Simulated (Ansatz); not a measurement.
# SnO2 in Ansatz: the effect of functional

Crystal: SnO2.

```
Sn O
1.0
     1.59524    0.92101    4.73571
    -1.59524    0.92101    4.73571
     0.00000   -1.84202    4.73571
Sn O
1 2
Direct
  0.50000 0.50000 0.50000
  0.76283 0.76283 0.76283
  0.23717 0.23717 0.23717
```

Measurements of this composition are mostly on another form, of space group No. 136.

The cell isn't the ideal one: volume scaled by 0.96.

Alike in all runs:

```yaml
Program: Ansatz 0.2.0
Task: single point
Potentials_or_basis: Ansatz PAW
k_mesh: 10 × 10 × 10
Occupations: fermi-dirac, width 0.05 eV
Spin: no spin polarisation
```

```tsv
functional	cutoff	gap on the mesh (eV)	pressure (GPa)	largest force (eV/Å)
PBEsol	420 eV (not typed: the program's choice for these potentials)	?	?	?
r2SCAN	500 eV (not typed: the program's choice for these potentials)	2.73	-1.0	0.18
LDA	420 eV (not typed: the program's choice for these potentials)	2.04	-3.5	0.25
```

Task: What does the run with functional PBEsol give?

Result: gap on the mesh 2.13 eV; pressure 0.8 GPa; largest force 0.05 eV/Å.

Caveats: spin-orbit coupling is left out, which moves the levels of the heavy elements; the PAW data sets come from PBE, with cores solved anew for the run's functional, which leaves a small shift of forces and pressure.

A k mesh can miss the band edges.
